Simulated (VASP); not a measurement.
# Sb (Pm-3m) in VASP: further runs, part 2 of 2

VASP 6.6.1. The steps go on from the part before.

## 5. Relaxation of cell and atoms, RPBE

INCAR

```
ALGO = Normal ; EDIFF = 1E-7
EDIFFG = -0.005 ; ENCUT = 600
GGA = RP ; IBRION = 2
ISIF = 3 ; ISMEAR = 0
LASPH = T ; LCHARG = F
LREAL = F ; LWAVE = F
NELM = 60 ; NSW = 90
PREC = Accurate ; SIGMA = 0.1
```

KPOINTS

```
k-points
0
Gamma
  14 14 14
```

POSCAR

```
Sb
1.0
    3.0833436100      0.0000000000      0.0000000000
    0.0000000000      3.0833436100      0.0000000000
    0.0000000000      0.0000000000      3.0833436100
Sb
1
Direct
    0.0000000000      0.0000000000      0.0000000000
```

Potentials or basis: VASP PAW PBE potentials, release 64 (Sb).

Launch:

```sh
$ cat potpaw_PBE.64/Sb/POTCAR > POTCAR
$ mpirun -np 1 vasp_std > vasp.out
```

OUTCAR:

```text
EDIFF = 1E-7
   EDIFFG = -0.005
   ENCUT = 600
   GGA = RP
   IBRION = 2
   ISIF = 3
   ISMEAR = 0
   LASPH = T
   LREAL = F
   NELM = 60
   NSW = 90
   PREC = Accurate

 ion  position               nearest neighbor table
   1  0.000  0.000  0.000-

  LATTYP: Found a simple cubic cell.
 ALAT       =     3.0833436100

  Lattice vectors:

 A1 = (   3.0833436100,   0.0000000000,   0.0000000000)
 A2 = (   0.0000000000,   3.0833436100,   0.0000000000)
 A3 = (   0.0000000000,   0.0000000000,   3.0833436100)

Analysis of symmetry for initial positions (statically):
=====================================================================
 Subroutine PRICEL returns:
 Original cell was already a primitive cell.

 Routine SETGRP: Setting up the symmetry group for a
[... 245 lines left out ...]
  ---------------------------------------------------
  free energy    TOTEN  =        -3.72396424 eV

  energy without entropy =       -3.72032095  energy(sigma->0) =       -3.72214260

 E-fermi :   6.7937     XC(G=0):  -9.4183

 val. band max:        6.7906770579   @ k =   0.5000   0.4286   0.3571
 cond. band min:       6.8178403181   @ k =   0.2857   0.2857   0.2857
 fundamental gap:      0.0271632602
 Fermi energy:         6.7937228571

 k-point     1 :       0.0000    0.0000    0.0000
  band No.  band energies     occupation
      1      -5.2822      2.00000
      2      10.0543      0.00000
      3      10.0543      0.00000
      4      10.0543      0.00000
      5      13.7011      0.00000
      6      13.7011      0.00000
[... 199 lines left out ...]
 k-point    24 :       0.3571    0.2143    0.0000
  band No.  band energies     occupation
      1      -3.0289      2.00000
      2       3.4460      2.00000
      3       7.2938      0.00000
      4      12.0910      0.00000
      5      13.9091      0.00000
      6      16.2423      0.00000

 [... further k-points ...]
[... 5 lines left out ...]
  --------------------------------------------------------------------------------------
  -------------------------------------------------------------------------------------
  Total        0.0016654      0.0016654      0.0016654     -0.0000000     -0.0000000      0.0000000
  in kB        0.0867034      0.0867034      0.0867034     -0.0000000     -0.0000000      0.0000000
  external PRESSURE =       0.0867034 kB  Pullay stress =       0.0000000 kB
[... 16 lines left out ...]
  FREE ENERGIE OF THE ION-ELECTRON SYSTEM (eV)
  ---------------------------------------------------
  free  energy   TOTEN  =        -3.7239642430 eV

  energy  without entropy=       -3.7203209516  energy(sigma->0) =       -3.72214260

 reached required accuracy - stopping structural energy minimisation
```

OSZICAR:

```text
N       E                     dE             d eps       ncg     rms          rms(c)
DAV:   1     0.974127405885E+01    0.97413E+01   -0.17766E+03  1446   0.614E+02
DAV:   2    -0.348931605403E+01   -0.13231E+02   -0.12637E+02  2034   0.782E+01
DAV:   3    -0.370215908839E+01   -0.21284E+00   -0.20902E+00  1656   0.108E+01
[... 28 lines left out ...]
DAV:   6    -0.372396401621E+01   -0.78576E-06   -0.17485E-07  1542   0.369E-03    0.431E-03
DAV:   7    -0.372396447660E+01   -0.46039E-06   -0.79071E-08  1584   0.214E-03    0.301E-03
DAV:   8    -0.372396436790E+01    0.10870E-06   -0.85845E-09   720   0.662E-04    0.177E-03
DAV:   9    -0.372396424006E+01    0.12784E-06   -0.14249E-09   720   0.289E-04    0.330E-05
DAV:  10    -0.372396424299E+01   -0.29338E-08   -0.64554E-11   720   0.751E-05
   3 F= -.37239642E+01 E0= -.37221426E+01  d E =-.119837E-01
```

CONTCAR:

```text
Sb
   1.00000000000000
     3.1337525620934095   -0.0000000000000000    0.0000000000000000
     0.0000000000000000    3.1337525620934095   -0.0000000000000000
    -0.0000000000000000    0.0000000000000000    3.1337525620934095
  Sb
     1
Direct
     0.0000000000000000    0.0000000000000000    0.0000000000000000

  0.00000000E+00  0.00000000E+00  0.00000000E+00
```

Wall time 37 s (1 thread of Intel Xeon Platinum 8488C (Sapphire Rapids), shared host); peak memory 0.18 GiB.

What came out:

```
Free energy                            : -3.7240 eV
Relaxed volume                         : 30.77 Å³/atom
Relaxed cell                           : a = 3.134 Å, b = 3.134 Å, c = 3.134 Å, α = 90.00°, β = 90.00°, γ = 90.00°
Space group after relaxing (to 0.05 Å) : Pm-3m (No. 221)
Energy gained by relaxing              : 12.0 meV/atom
Ionic steps                            : 3
Pressure after relaxing                : 0.0 GPa
Band gap on the k mesh                 : none (metal or under the smearing width)
```

Step by step:
```
step  energy change (eV)  largest force (eV/Å)  pressure (GPa)  volume (Å³)
   1              0.0000                0.0000            2.74        29.31
   2             -0.0094                0.0000           -1.11        31.49
   3             -0.0120                0.0000            0.01        30.77
```

Final structure:
```
CELL_PARAMETERS angstrom
3.13375 0.00000 0.00000
0.00000 3.13375 0.00000
0.00000 0.00000 3.13375
ATOMIC_POSITIONS crystal
Sb 0.00000 0.00000 0.00000
```

Levels at points of the mesh, in eV from the Fermi level:
| k point | band 1 | band 2 | band 3 | band 4 | band 5 | band 6 |
| --- | --- | --- | --- | --- | --- | --- |
| (0.00, 0.00, 0.00) | -12.08 | 3.26 | 3.26 | 3.26 | 6.91 | 6.91 |
| (0.50, 0.00, 0.00) | -9.77 | -5.30 | 5.17 | 5.17 | 8.92 | 10.63 |
| (0.50, 0.50, 0.00) | -7.32 | -3.34 | -3.34 | 2.38 | 7.11 | 12.62 |
| (0.50, 0.50, 0.50) | -4.60 | -1.50 | -1.50 | -1.50 | 4.92 | 4.92 |

Caveat: the PAW data sets were made with another functional, which shifts forces and pressure a little.

## 6. Summary

```tsv
task	level	cell	k mesh	cutoff (eV)	gap on the mesh (eV)	pressure (GPa)	relaxed volume (Å³/atom)
relaxation of cell and atoms	PBEsol	relaxed	6 × 6 × 6	600	none	0.0	28.79
single point	PBEsol	as given	14 × 14 × 14	520	none	-1.1	-
relaxation of cell and atoms	PBEsol	relaxed	14 × 14 × 14	580	none	0.0	28.75
relaxation of cell and atoms	RPBE	relaxed	14 × 14 × 14	600	none	0.0	30.77
```

Alike in all rows: potentials or basis VASP PAW PBE potentials, release 64 (Sb); no spin polarisation; smearing gaussian 0.1 eV.

Caveats: the PAW data sets were made with another functional, which shifts forces and pressure a little.

Absolute energies hang on the potentials; compare differences alone.
